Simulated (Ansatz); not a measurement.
# InSe (R3m) in Ansatz: a series of runs

One crystal, InSe, is run at these levels: PBE; tasks: single point.

Everything below comes from runs of Ansatz 0.2.0. Logs are shortened: lines on timing, memory, paths and dates and some standing lists are left out, and cuts for length are marked.

**Measured values to compare with.**

From “The Interaction of Hydrogen with the van der Waals Crystal γ-InSe”, 2020, pmc:7321205, for a bulk crystal of InSe at 300 K: band gap 1.25 eV.

The runs below are set against these values where they give the same quantity.

### 1 The crystal as given

The structure is trigonal, space group R3m (No. 160). Conventional cell: a = 4.000 Å, b = 4.000 Å, c = 25.320 Å, α = 90.00°, β = 90.00°, γ = 120.00°. Around In (site symmetry 3m) lie 3 Se at 2.63 Å and 1 In at 2.82 Å. In (site symmetry 3m) is surrounded by 3 Se at 2.64 Å and 1 In at 2.82 Å. Se (site symmetry 3m) is surrounded by 3 In at 2.63 Å. Se (site symmetry 3m) has 3 In at 2.64 Å as nearest neighbours.

### 2 Single point, PBE

Input file input.yaml:

```yaml
crystal:
  lattice:
    - [2.0, 1.1547005384, 8.44]
    - [-2.0, 1.1547005384, 8.44]
    - [0.0, -2.3094010768, 8.44]
  atoms:
    - { symbol: In, position: [0.8886, 0.8886, 0.8886] }
    - { symbol: In, position: [0.0, 0.0, 0.0] }
    - { symbol: Se, position: [0.1719, 0.1719, 0.1719] }
    - { symbol: Se, position: [0.3835, 0.3835, 0.3835] }
hamiltonian:
  xc: pbe
  pseudopotentials: { kind: paw }
kpoints:
  mp_grid: { grid: [8, 8, 8] }
scf:
  occupations: { method: gaussian, width: 0.023 }
output:
  forces: true
  stress: true
  eigenvalues: true
```

Potentials or basis: Ansatz PAW.

Run with:

```console
ansatz run input.yaml --threads 2 --pin off --max-ram 5632MiB --backend cpu --events-out ev --progress --plain --runs-dir out
```

Output:

```text
Warning: RAYON_NUM_THREADS=2 ignored (pool sized by the plan → 2); use --threads N
basis.fft_grid_basis auto: the FFT boxes are laid along the combinations [[1, 0, -1], [0, 1, -1], [0, 0, 1]] of the cell's own vectors, 4.000, 4.000 and 8.750 Å long. The dense box has 27×27×60 points. Along the cell's own vectors, as sized, it would have 60×60×60, 4.94 times as many. Of the 6 symmetry operations that the crystal satisfies within crystal.symmetry.tolerance (time reversal apart; of a slab, those that keep its plane) the dense box along the cell's own vectors carries 6, and the one as laid loses 4 of those. basis.fft_grid_basis: typed keeps the cell's own vectors: state it where this run's energies or levels are differenced outside the engine with another run's, or held beside a run that keeps those vectors.
Engine: ansatz 0.2.0, x86_64-unknown-linux-gnu
Pseudopotentials: kind: paw
Pseudopotential: In, paw, valence charge 13, recommended cutoff 420 eV (normal), In.paw.azcp
Pseudopotential: Se, paw, valence charge 16, recommended cutoff 420 eV (normal), Se.paw.azcp
Functional definition: PBE
  parameter kappa = 0.804
  parameter beta = 0.06672455060314922
  exchange = pbe_x(kappa = kappa, mu = beta*pi^2/3)
  correlation = pbe_c(beta = beta)
Crystal: 4 atoms, lattice volume = 116.948 Å³
Basis set: ecut = 420 eV, 2309 PW (Γ), FFT grids on a1−a3, a2−a3, a3, exchange–correlation on 54×54×120 points (8 copies of the dense FFT grid, shifted against one another)
Bands: 35, of which v1, the nominal top of the filled ones, is band 29 counted from 1 (28 counted from 0)
Symmetry: 6 space group operations
Space group: R3m (ITA 160), of the structure as read, at distance tolerance 4.9e-5 Å
k-points: 65 of 512 (time reversal used)
Non-local potential: In, projectors of the file, l = 0: 2, l = 1: 2, l = 2: 2, l = 3: 2
Non-local potential: Se, projectors of the file, l = 0: 2, l = 1: 2, l = 2: 3, l = 3: 1
PAW form: soft (Blöchl's): semilocal exchange-correlation on the pseudo side does not see the compensation charge
PAW one-centre angular grid: In, 590 points (default); XC on 64 Gauss nodes
PAW one-centre angular grid: Se, 590 points (default); XC on 64 Gauss nodes
Initial density: superposition of atomic densities (neutral atoms: chi_scale 0, normalization atom), corrected by the library's trained network
Initial wavefunctions: pseudopotential atomic-orbital guess
Functional: x = pbe(κ = 0.804, μ = 0.2195149727645171), c = pbe(β = 0.06672455060314922)
SCF iter   1: F=—  HF=-22135.870660 eV  |F-HF|=—  |Δ(HF+E_count)|=         —  Δρ=1.72e-3  dr2=1.07e-2  ethr=1.77e-3  ⟨swp⟩=6.9  Hψ=9457  notcnv=0
preconditioner: auto → Resta (q_TF=auto, 2.427 Å⁻¹)  ε∞=3.3  [insulator: Δε(μ)=0.436 eV  Ē_g=13.996 eV  σ=0.023 eV  W_gap=1.00  n_scr=30 (ndim 8)  ℏωp=21.2 eV  f_vac=0.086  D(μ)=0.00/eV (n_scr^D=0)  ε∞_Penn≈3.3]
SCF iter   2: F=—  HF=-22135.866603 eV  |F-HF|=—  |Δ(HF+E_count)|=   4.06e-3  Δρ=7.77e-4  dr2=6.10e-4  ethr=1.84e-5  ⟨swp⟩=2.2  Hψ=4295  notcnv=0  defer=76
SCF iter   3: F=—  HF=-22135.866629 eV  |F-HF|=—  |Δ(HF+E_count)|=   2.54e-5  Δρ=3.82e-4  dr2=1.60e-4  ethr=1.05e-6  ⟨swp⟩=2.0  Hψ=3350  notcnv=0  defer=11
automatic band count: iteration 3 solves 34 bands in place of 35: the levels show a gap, and the empty bands left out lie too high to hold charge; the band table lists the bands solved (type scf.n_extra_bands for more)
SCF iter   4: F=—  HF=-22135.866721 eV  |F-HF|=—  |Δ(HF+E_count)|=   9.26e-5  Δρ=1.07e-4  dr2=1.61e-5  ethr=2.75e-7  ⟨swp⟩=2.2  Hψ=2903  notcnv=0  defer=11
SCF iter   5: F=—  HF=-22135.866724 eV  |F-HF|=—  |Δ(HF+E_count)|=   2.40e-6  Δρ=2.64e-5  dr2=1.69e-6  ethr=2.78e-8  ⟨swp⟩=2.0  Hψ=4084  notcnv=0  defer=11
SCF iter   6: F=—  HF=-22135.866725 eV  |F-HF|=—  |Δ(HF+E_count)|=   1.17e-6  Δρ=8.81e-6  dr2=1.26e-7  ethr=2.91e-9  ⟨swp⟩=2.0  Hψ=4084  notcnv=0  defer=11
SCF iter   7: F=-22135.866725 eV  HF=-22135.866725 eV  |F-HF|=5.85e-9  |Δ(HF+E_count)|=   2.01e-7  Δρ=2.07e-6  dr2=5.68e-9  ethr=1.72e-10  ⟨swp⟩=5.4  Hψ=7769  notcnv=0
SCF 1 converged in 7 iterations: F = -22135.866725 eV  dr2 = 5.68e-9
SCF converged after 7 iterations
Free energy (F): -22135.866725 eV
Harris-Foulkes:  -22135.866725 eV  (|F-HF|=5.85e-9)
Internal energy: -22135.866725 eV  (E = F + TS)
E sigma→0 (E₀):  -22135.866725 eV
Fermi energy:    7.500397 eV
--- Per-component energies (eV) ---
  E_band       = -912.716189
  E_kinetic    = 723.453257
  E_local      = -7917.558931  (includes V_loc(G=0)·N_el)
  E_nonlocal   = -457.102015
  E_hartree    = 3651.301689
  E_xc         = -639.046412
  E_vxc        = -394.939757  (∫ρ·V_xc dr)
  E_paw        = -12132.709342  (= ΣΔE_a)
  E_vpaw       = -169.173042  (= ΣTr[D̂ρ^β])
  E_aug_tail   = -0.001156  (compensation charges beyond the density's cutoff)
  E_ewald      = -5364.203816
  E_smearing   = -0.000000  (= −TS)
  E_closure    = 0.000000  (closes the sum)
  Σ components = -22135.866725   (vs F -22135.866725, Δ=0.00e0)
--- Forces (eV/Å), atoms counted from 1 ---
  atom   1  In     0.00000000    -0.00000000     0.36503901
  atom   2  In    -0.00000000     0.00000000    -0.34950337
  atom   3  Se     0.00000000     0.00000000    -0.25774507
  atom   4  Se     0.00000000    -0.00000000     0.24220275
  max |Σ_I F_I| component: 6.68e-6 eV/Å
--- Stress (GPa, compression-positive) ---
        3.147729       0.000000       0.000000
        0.000000       3.147729      -0.000000
        0.000000      -0.000000       1.952735
  P = ⅓ Tr σ = 2.7494 GPa (27.494 kbar)
--- Band table (eV; the first three rows and the last of 65) ---
  k-point 0: bands = ["-40.1872", "-40.1872", "-40.1790", "-40.1790", "-40.1580", "-40.1580", "-40.1513", "-40.1513", "-40.1471", "-40.1409", "-7.4962", "-7.3268", "-7.3268", "-7.2545", "-7.2545", "-7.2315", "-7.2315", "-7.0646", "-7.0646", "-7.0617", "-6.2777", "-5.8781", "0.9893", "3.8415", "5.7711", "5.9754", "5.9754", "6.0684", "6.0684", "8.9779", "9.3883", "11.6843", "11.6843", "12.4647"]
  k-point 1: bands = ["-40.1872", "-40.1872", "-40.1790", "-40.1790", "-40.1580", "-40.1580", "-40.1513", "-40.1513", "-40.1470", "-40.1409", "-7.5024", "-7.3822", "-7.3231", "-7.3222", "-7.2432", "-7.2357", "-7.2246", "-7.0993", "-7.0659", "-7.0035", "-6.1010", "-5.7311", "1.1018", "3.5703", "4.9890", "5.5897", "5.7789", "5.9031", "6.1730", "9.3195", "10.0693", "10.9857", "11.8361", "12.1210"]
  k-point 2: bands = ["-40.1872", "-40.1871", "-40.1790", "-40.1789", "-40.1580", "-40.1580", "-40.1514", "-40.1513", "-40.1470", "-40.1408", "-7.5602", "-7.4431", "-7.4302", "-7.3185", "-7.2458", "-7.2162", "-7.2032", "-7.1163", "-7.0688", "-6.9524", "-5.6824", "-5.3741", "1.2978", "2.7979", "3.8057", "5.2390", "5.3869", "5.5232", "6.2778", "9.3111", "9.4837", "11.3338", "11.5275", "12.0502"]
  k-point 64: bands = ["-40.1872", "-40.1872", "-40.1790", "-40.1790", "-40.1580", "-40.1580", "-40.1513", "-40.1513", "-40.1471", "-40.1409", "-7.4959", "-7.3270", "-7.3270", "-7.2544", "-7.2544", "-7.2315", "-7.2315", "-7.0706", "-7.0645", "-7.0645", "-6.1355", "-6.0273", "1.3378", "2.9477", "5.9076", "5.9076", "6.1426", "6.1426", "7.2794", "7.7214", "9.4493", "11.6020", "11.6020", "12.9028"]
```

Run time: 23 s. Hardware: 2 threads of Intel Xeon at 2.50GHz (Skylake/Cascade Lake), shared host; peak memory 0.51 GiB.

Results:

```yaml
Free_energy: -22135.8667 eV
Pressure: 2.7 GPa
Largest_force: 0.365 eV/Å
Band_gap_on_the_k_mesh: 0.44 eV, direct
```

Forces on the atoms (eV/Å):
```
In   0.000  0.000  0.365
In   0.000  0.000 -0.350
Se   0.000  0.000 -0.258
Se   0.000  0.000  0.242
```

Stress tensor (GPa, compression positive):
```
3.15 0.00 0.00
0.00 3.15 0.00
0.00 0.00 1.95
```

Levels at points of the mesh, in eV from the valence-band top:
```tsv
k point	band 25	band 26	band 27	band 28	band 29	band 30	band 31	band 32	band 33	band 34
(0.00, 0.00, 0.00)	-1.51	-1.30	-1.30	-1.21	-1.21	1.70	2.11	4.40	4.40	5.19
(0.00, 0.00, -0.50)	-3.46	-2.38	-2.34	-2.24	-1.67	1.22	1.97	3.64	3.99	4.81
(0.00, -0.50, -0.50)	-3.22	-2.65	-2.50	-2.05	-1.50	1.19	1.98	3.30	3.62	4.41
(-0.50, -0.50, -0.50)	-1.37	-1.37	-1.14	-1.14	0.00	0.44	2.17	4.32	4.32	5.62
```

Caveat: spin-orbit coupling is left out, which moves the levels of the heavy elements.

### 3 Single point, PBE

input.yaml: that of step 2 with these lines changed.

```diff
@@ -16,3 +16,3 @@
 scf:
-  occupations: { method: gaussian, width: 0.023 }
+  occupations: { method: gaussian, width: 0.024 }
 output:
```

Potentials or basis: Ansatz PAW.

Run with:

```console
ansatz run input.yaml --threads 2 --pin off --max-ram 5632MiB --backend cpu --events-out ev --progress --plain --runs-dir out
```

Output:

```text
Warning: RAYON_NUM_THREADS=2 ignored (pool sized by the plan → 2); use --threads N
basis.fft_grid_basis auto: the FFT boxes are laid along the combinations [[1, 0, -1], [0, 1, -1], [0, 0, 1]] of the cell's own vectors, 4.000, 4.000 and 8.750 Å long. The dense box has 27×27×60 points. Along the cell's own vectors, as sized, it would have 60×60×60, 4.94 times as many. Of the 6 symmetry operations that the crystal satisfies within crystal.symmetry.tolerance (time reversal apart; of a slab, those that keep its plane) the dense box along the cell's own vectors carries 6, and the one as laid loses 4 of those. basis.fft_grid_basis: typed keeps the cell's own vectors: state it where this run's energies or levels are differenced outside the engine with another run's, or held beside a run that keeps those vectors.
[... 1 set-up line as earlier in the session ...]
[... 67 lines left out ...]
  k-point 1: bands = ["-40.1872", "-40.1872", "-40.1790", "-40.1790", "-40.1580", "-40.1580", "-40.1513", "-40.1513", "-40.1470", "-40.1409", "-7.5024", "-7.3822", "-7.3231", "-7.3222", "-7.2432", "-7.2357", "-7.2246", "-7.0993", "-7.0659", "-7.0035", "-6.1010", "-5.7311", "1.1018", "3.5703", "4.9890", "5.5897", "5.7789", "5.9031", "6.1730", "9.3195", "10.0693", "10.9857", "11.8361", "12.1210"]
  k-point 2: bands = ["-40.1872", "-40.1871", "-40.1790", "-40.1789", "-40.1580", "-40.1580", "-40.1514", "-40.1513", "-40.1470", "-40.1408", "-7.5602", "-7.4431", "-7.4302", "-7.3185", "-7.2458", "-7.2162", "-7.2032", "-7.1163", "-7.0688", "-6.9524", "-5.6824", "-5.3741", "1.2978", "2.7979", "3.8057", "5.2390", "5.3869", "5.5232", "6.2778", "9.3111", "9.4837", "11.3338", "11.5275", "12.0502"]
  k-point 64: bands = ["-40.1872", "-40.1872", "-40.1790", "-40.1790", "-40.1580", "-40.1580", "-40.1513", "-40.1513", "-40.1471", "-40.1409", "-7.4959", "-7.3270", "-7.3270", "-7.2544", "-7.2544", "-7.2315", "-7.2315", "-7.0706", "-7.0645", "-7.0645", "-6.1355", "-6.0273", "1.3378", "2.9477", "5.9076", "5.9076", "6.1426", "6.1426", "7.2794", "7.7214", "9.4493", "11.6020", "11.6020", "12.9028"]
```

Run time: 22 s. Hardware: 2 threads of Intel Xeon at 2.50GHz (Skylake/Cascade Lake), shared host; peak memory 0.51 GiB.

What came out:

```
Free energy            : -22135.8667 eV
Pressure               : 2.7 GPa
Largest force          : 0.365 eV/Å
Band gap on the k mesh : 0.44 eV, direct
```

Forces in eV/Å, atoms in the order of the input:
```
In   0.000  0.000  0.365
In   0.000  0.000 -0.350
Se   0.000  0.000 -0.258
Se   0.000  0.000  0.242
```

Stress tensor (GPa, compression positive):
```
3.15 0.00 0.00
0.00 3.15 0.00
0.00 0.00 1.95
```

Caveat: spin-orbit coupling is left out, which moves the levels of the heavy elements.

### 4 Single point, PBE

input.yaml: that of step 3 with these lines changed.

```diff
@@ -16,3 +16,3 @@
 scf:
-  occupations: { method: gaussian, width: 0.024 }
+  occupations: { method: gaussian, width: 0.025 }
 output:
@@ -21 +21,5 @@
   eigenvalues: true
+  write_density: true
+  write_potential: true
+  elf: true
+  volumetric_format: npy
```

Potentials or basis: Ansatz PAW.

Run with:

```console
ansatz run input.yaml --threads 2 --pin off --max-ram 5632MiB --backend cpu --events-out ev --progress --plain --runs-dir out
```

Output:

```text
Warning: RAYON_NUM_THREADS=2 ignored (pool sized by the plan → 2); use --threads N
basis.fft_grid_basis auto: the FFT boxes are laid along the combinations [[1, -1, 0], [0, 1, 0], [0, -1, 1]] of the cell's own vectors, 4.000, 8.750 and 4.000 Å long. The dense box has 27×60×27 points. Along the cell's own vectors, as sized, it would have 60×60×60, 4.94 times as many. Of the 6 symmetry operations that the crystal satisfies within crystal.symmetry.tolerance (time reversal apart; of a slab, those that keep its plane) the dense box along the cell's own vectors carries 6, and the one as laid loses 4 of those. basis.fft_grid_basis: typed keeps the cell's own vectors: state it where this run's energies or levels are differenced outside the engine with another run's, or held beside a run that keeps those vectors. Those combinations have planes normal to reciprocal vector 3, as the cell's own vectors have. Each planar average written beside output.write_density, output.write_potential has a row for each plane of the box: 27. The volumetric files lie along those combinations, not along the cell's own vectors: a cube or XSF file states them, and fields.json those of NumPy files.
[... 9 set-up lines as earlier in the session ...]
Crystal: 4 atoms, lattice volume = 116.948 Å³
Basis set: ecut = 420 eV, 2309 PW (Γ), FFT grids on a1−a2, a2, −a2+a3, exchange–correlation on 54×120×54 points (8 copies of the dense FFT grid, shifted against one another)
Bands: 35, of which v1, the nominal top of the filled ones, is band 29 counted from 1 (28 counted from 0)
[... 2 set-up lines as earlier in the session ...]
k-points: 65 of 512 (time reversal used)
[... 8 set-up lines as earlier in the session ...]
SCF iter   1: F=—  HF=-22135.870844 eV  |F-HF|=—  |Δ(HF+E_count)|=         —  Δρ=1.73e-3  dr2=1.07e-2  ethr=1.77e-3  ⟨swp⟩=6.8  Hψ=9394  notcnv=0
preconditioner: auto → Resta (q_TF=auto, 2.427 Å⁻¹)  ε∞=3.3  [insulator: Δε(μ)=0.436 eV  Ē_g=13.996 eV  σ=0.025 eV  W_gap=1.00  n_scr=30 (ndim 8)  ℏωp=21.2 eV  f_vac=0.086  D(μ)=0.00/eV (n_scr^D=0)  ε∞_Penn≈3.3]
SCF iter   2: F=—  HF=-22135.866616 eV  |F-HF|=—  |Δ(HF+E_count)|=   4.23e-3  Δρ=7.98e-4  dr2=6.39e-4  ethr=1.85e-5  ⟨swp⟩=2.1  Hψ=4341  notcnv=0  defer=76
SCF iter   3: F=—  HF=-22135.866629 eV  |F-HF|=—  |Δ(HF+E_count)|=   1.33e-5  Δρ=3.90e-4  dr2=1.65e-4  ethr=1.10e-6  ⟨swp⟩=2.0  Hψ=3364  notcnv=0  defer=76
SCF iter   4: F=—  HF=-22135.866723 eV  |F-HF|=—  |Δ(HF+E_count)|=   9.42e-5  Δρ=9.75e-5  dr2=1.31e-5  ethr=2.85e-7  ⟨swp⟩=2.2  Hψ=3353  notcnv=0  defer=76
SCF iter   5: F=—  HF=-22135.866724 eV  |F-HF|=—  |Δ(HF+E_count)|=   7.27e-7  Δρ=2.53e-5  dr2=1.59e-6  ethr=2.27e-8  ⟨swp⟩=2.0  Hψ=4084  notcnv=0  defer=76
SCF iter   6: F=—  HF=-22135.866725 eV  |F-HF|=—  |Δ(HF+E_count)|=   8.38e-7  Δρ=8.97e-6  dr2=1.33e-7  ethr=2.74e-9  ⟨swp⟩=2.0  Hψ=4084  notcnv=0  defer=76
SCF iter   7: F=-22135.866725 eV  HF=-22135.866725 eV  |F-HF|=7.24e-9  |Δ(HF+E_count)|=   2.12e-7  Δρ=1.98e-6  dr2=5.32e-9  ethr=1.72e-10  ⟨swp⟩=12.9  Hψ=15227  notcnv=0
SCF 1 converged in 7 iterations: F = -22135.866725 eV  dr2 = 5.32e-9
SCF converged after 7 iterations
Free energy (F): -22135.866725 eV
Harris-Foulkes:  -22135.866725 eV  (|F-HF|=7.24e-9)
Internal energy: -22135.866725 eV  (E = F + TS)
E sigma→0 (E₀):  -22135.866725 eV
Fermi energy:    7.500397 eV
--- Per-component energies (eV) ---
  E_band       = -912.716663
  E_kinetic    = 723.453072
  E_local      = -7917.559755  (includes V_loc(G=0)·N_el)
  E_nonlocal   = -457.101249
  E_hartree    = 3651.302285
  E_xc         = -639.046333
  E_vxc        = -394.939653  (∫ρ·V_xc dr)
  E_paw        = -12132.709773  (= ΣΔE_a)
  E_vpaw       = -169.173211  (= ΣTr[D̂ρ^β])
  E_aug_tail   = -0.001156  (compensation charges beyond the density's cutoff)
  E_ewald      = -5364.203816
  E_smearing   = -0.000000  (= −TS)
  E_closure    = 0.000000  (closes the sum)
  Σ components = -22135.866725   (vs F -22135.866725, Δ=0.00e0)
--- Forces (eV/Å), atoms counted from 1 ---
  atom   1  In     0.00000000    -0.00000000     0.36503775
  atom   2  In     0.00000000     0.00000000    -0.34950038
  atom   3  Se     0.00000000     0.00000000    -0.25774389
  atom   4  Se     0.00000000    -0.00000000     0.24219772
  max |Σ_I F_I| component: 8.81e-6 eV/Å
--- Stress (GPa, compression-positive) ---
        3.147742       0.000000       0.000000
        0.000000       3.147742      -0.000000
        0.000000      -0.000000       1.952745
  P = ⅓ Tr σ = 2.7494 GPa (27.494 kbar)
--- Band table (eV; the first three rows and the last of 65) ---
  k-point 0: bands = ["-40.1872", "-40.1872", "-40.1790", "-40.1790", "-40.1580", "-40.1580", "-40.1513", "-40.1513", "-40.1471", "-40.1409", "-7.4962", "-7.3268", "-7.3268", "-7.2545", "-7.2545", "-7.2315", "-7.2315", "-7.0646", "-7.0646", "-7.0618", "-6.2777", "-5.8781", "0.9893", "3.8415", "5.7711", "5.9754", "5.9754", "6.0684", "6.0684", "8.9779", "9.3883", "11.6843", "11.6843", "12.4647", "12.7785"]
  k-point 1: bands = ["-40.1872", "-40.1872", "-40.1790", "-40.1790", "-40.1580", "-40.1580", "-40.1513", "-40.1513", "-40.1470", "-40.1409", "-7.5024", "-7.3822", "-7.3231", "-7.3222", "-7.2433", "-7.2357", "-7.2246", "-7.0993", "-7.0660", "-7.0036", "-6.1010", "-5.7311", "1.1018", "3.5703", "4.9890", "5.5897", "5.7789", "5.9031", "6.1730", "9.3195", "10.0693", "10.9857", "11.8361", "12.1210", "12.8205"]
  k-point 2: bands = ["-40.1872", "-40.1871", "-40.1790", "-40.1789", "-40.1580", "-40.1580", "-40.1514", "-40.1513", "-40.1470", "-40.1408", "-7.5602", "-7.4431", "-7.4303", "-7.3185", "-7.2458", "-7.2162", "-7.2033", "-7.1163", "-7.0688", "-6.9524", "-5.6824", "-5.3741", "1.2978", "2.7979", "3.8057", "5.2390", "5.3869", "5.5232", "6.2778", "9.3111", "9.4837", "11.3338", "11.5275", "12.0502", "13.6911"]
  k-point 64: bands = ["-40.1872", "-40.1872", "-40.1790", "-40.1790", "-40.1580", "-40.1580", "-40.1513", "-40.1513", "-40.1471", "-40.1409", "-7.4959", "-7.3270", "-7.3270", "-7.2544", "-7.2544", "-7.2316", "-7.2316", "-7.0707", "-7.0645", "-7.0645", "-6.1355", "-6.0273", "1.3378", "2.9477", "5.9076", "5.9076", "6.1426", "6.1426", "7.2794", "7.7214", "9.4493", "11.6020", "11.6020", "12.9028", "12.9028"]
```

v_z.tsv:

```text
# z_ang	v_es[eV]	v_tot[eV]
# format = ansatz-planar-average/11
# xc	pbe
# density_cutoff_ev	1680
# datasets	In=:simpson_from_first_knot:soft	Se=:simpson_from_first_knot:soft
# lattice	2.000000000	1.154700538	8.440000000
# lattice	-2.000000000	1.154700538	8.440000000
# lattice	0.000000000	-2.309401077	8.440000000
# sites	4
# site	49	0.000000000	0.000000000	22.499352000
# site	49	0.000000000	0.000000000	0.000000000
# site	34	0.000000000	0.000000000	4.352508000
# site	34	0.000000000	0.000000000	9.710220000
0.000000	1.282407e0	-9.393822e0
0.324083	1.532071e0	-9.200882e0
0.648167	2.041433e0	-8.650845e0
0.972250	2.649886e0	-7.917842e0
1.296334	3.237487e0	-7.141289e0
1.620417	3.807347e0	-6.321509e0
[... 19 lines left out ...]
8.102086	1.846190e0	-8.377697e0
8.426170	1.389058e0	-9.121956e0
```

Run time: 30 s. Hardware: 2 threads of Intel Xeon at 2.50GHz (Skylake/Cascade Lake), shared host; peak memory 0.51 GiB.

Results:

```
Free energy            : -22135.8667 eV
Pressure               : 2.7 GPa
Largest force          : 0.365 eV/Å
Band gap on the k mesh : 0.44 eV, direct
```

Forces in eV/Å, atoms in the order of the input:
```
In   0.000  0.000  0.365
In   0.000  0.000 -0.350
Se   0.000  0.000 -0.258
Se   0.000  0.000  0.242
```

Caveat: spin-orbit coupling is left out, which moves the levels of the heavy elements.

(Continued in part 2 of 2.)
